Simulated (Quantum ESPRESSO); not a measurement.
# Fe in Quantum ESPRESSO: the effect of functional

The system is Fe.

```
Fe
1.0
    -1.44300    1.44300    1.44300
     1.44300   -1.44300    1.44300
     1.44300    1.44300   -1.44300
Fe
1
Direct
  0.00000 0.00000 0.00000
```

Alike in all runs:

```yaml
Program: Quantum ESPRESSO 7.5
Task: phonon dispersion
Cutoff: 762 eV
Density_cutoff: 6095 eV
k_mesh: 10 × 10 × 10
Occupations: cold, width 0.2 eV
Spin: collinear spin, ferromagnetic start
Starting_moments: "[3.0] μB"
```

Each run relaxes the cell or the atoms first.

Q: One run gave: relaxed volume 10.82 Å³/atom; moment 2.11 μB; highest phonon frequency 346 cm⁻¹. Which functional did it use?
A. PBE
B. LDA
C. PBEsol

A: C.

```csv
functional,potentials or basis,relaxed volume (Å³/atom),moment (μB),highest phonon frequency (cm⁻¹)
LDA,GBRV 1.5 LDA,10.47,2.09,351
PBE,GBRV 1.5 PBE,11.28,2.12,329
PBEsol,GBRV 1.5 PBEsol,10.82,2.11,346
```

Caveats: the mesh is thin for the phonons of a metal.
